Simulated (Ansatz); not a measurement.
**Random displacements in TiC**

Method: DFT r2SCAN, scalar-relativistic, plane waves, PAW (Ansatz 0.2.0). Cutoff 350 eV, Γ-centred 6×6×6 k-points, Gaussian smearing of 0.15 eV. The mesh is coarse. The cutoff lies under the one recommended for these potentials. No spin polarisation. Energies are free energies at this smearing, counted from the undisturbed cell; pressure is positive in compression.

The undisturbed cell (as given, not relaxed at this level):

```
Ti C
1.0
     4.32800    0.00000    0.00000
     0.00000   -4.32800    0.00000
     0.00000    0.00000   -4.32800
Ti C
4 4
Direct
  0.00000 0.50000 0.50000
  0.50000 0.00000 0.50000
  0.50000 0.50000 0.00000
  0.00000 0.00000 0.00000
  0.50000 0.00000 0.00000
  0.00000 0.50000 0.00000
  0.00000 0.00000 0.50000
  0.50000 0.50000 0.50000
```

The atoms are displaced (Å, in the unstrained cell):

```csv
atom,ux,uy,uz
Ti1,-0.005,-0.026,-0.003
Ti2,-0.001,0.009,0.022
Ti3,0.019,0.007,-0.010
Ti4,-0.043,-0.035,-0.022
C5,0.004,-0.012,0.005
C6,-0.007,0.026,-0.004
C7,0.014,-0.021,0.002
C8,0.019,0.053,0.009
```

Strain (Voigt, engineering shear): (-0.0146, -0.0078, -0.0042, 0.0542, -0.0186, -0.0434).

What are the energy change, the stress and the forces?

ΔE = 52.2 meV/atom; stress (xx, yy, zz, yz, xz, xy; compression positive) (11.07, 7.94, 6.11, -11.00, 4.57, 8.93) GPa.
```tsv
atom	Fx (eV/Å)	Fy	Fz
Ti1	0.29	0.50	0.05
Ti2	-0.17	-0.04	-0.51
Ti3	-0.56	-0.27	0.27
Ti4	0.97	0.71	0.52
C5	-0.18	0.22	-0.09
C6	0.13	-0.60	0.00
C7	-0.19	0.31	-0.10
C8	-0.29	-0.83	-0.15
```

Cost: 1 run of about 0.35 core-minutes, on Intel Xeon 6975P-C (Granite Rapids) (shared hosts).